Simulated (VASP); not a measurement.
Wanted: the native input for a VASP 6.6.1 run.

| Property | Result |
| --- | --- |
| Task | band structure |
| Functional | PBEsol |
| Potentials or basis | VASP PAW PBE potentials, release 64 (Zn, S) |
| Cutoff | 520 eV |
| k mesh | 9 × 9 × 5 |
| Occupations | gaussian, width 0.03 eV |
| Spin | no spin polarisation |
| Further INCAR settings | ALGO = Normal; EDIFF = 1e-06; NBANDS = 26 |

The structure of ZnS lies in POSCAR:

```
ZnS                                     
1.0
    3.7849942000     -0.0000000000      0.0000000000
   -1.8924970999      3.2779011299      0.0000000000
    0.0000000000      0.0000000000      6.2128659402
  Zn              S             
     2     2
Direct
     0.3333333300000021    0.6666666699999979    0.0004079809775322
     0.6666666699999979    0.3333333300000021    0.5004079809775323
     0.3333333300000021    0.6666666699999979    0.3745920190224677
     0.6666666699999979    0.3333333300000021    0.8745920190224677
```

The cell was built by a generator and needn't be a form met in nature.

The input as run:

INCAR

```
SYSTEM = ZnS
  PREC = Accurate
  ENCUT = 520
  EDIFF = 1E-6
  ISMEAR = 0
  SIGMA = 0.03
  LREAL = .False.
  LASPH = .True.
  NELM = 80
  ALGO = Normal
  ISIF = 2
  LWAVE = .False.
  LCHARG = .False.
  GGA = PS
  NBANDS = 26
  ICORELEVEL = 1
```

KPOINTS

```
regular mesh
0
Gamma
  9 9 5
  0 0 0
```

KPOINTS_OPT

```
explicit points
141
Reciprocal
 0.0000000000  0.0000000000  0.0000000000 1
 0.0357142857  0.0000000000  0.0000000000 1
 0.0714285714  0.0000000000  0.0000000000 1
 0.1071428571  0.0000000000  0.0000000000 1
 0.1428571429  0.0000000000  0.0000000000 1
 0.1785714286  0.0000000000  0.0000000000 1
[... 133 lines left out ...]
 0.5000000000  0.0000000000  0.5000000000 1
 0.5000000000  0.0000000000  0.0000000000 1
```

Potentials or basis: VASP PAW PBE potentials, release 64 (Zn, S).

Launch:

```sh
$ cat potpaw_PBE.64/Zn/POTCAR potpaw_PBE.64/S/POTCAR > POTCAR
$ mpirun -np 1 vasp_std > vasp.out
```

It gave:

The pressure is 0.0 GPa, the band gap on the k mesh is 2.15 eV, direct and the band gap along the path is 2.15 eV, direct.

Caveat: the PAW data sets were made with another functional, which shifts forces and pressure a little.

Wall time 69 s on 1 thread of Intel(R) Xeon(R) 6975P-C (Granite Rapids), on a shared host, peak memory 0.23 GiB.
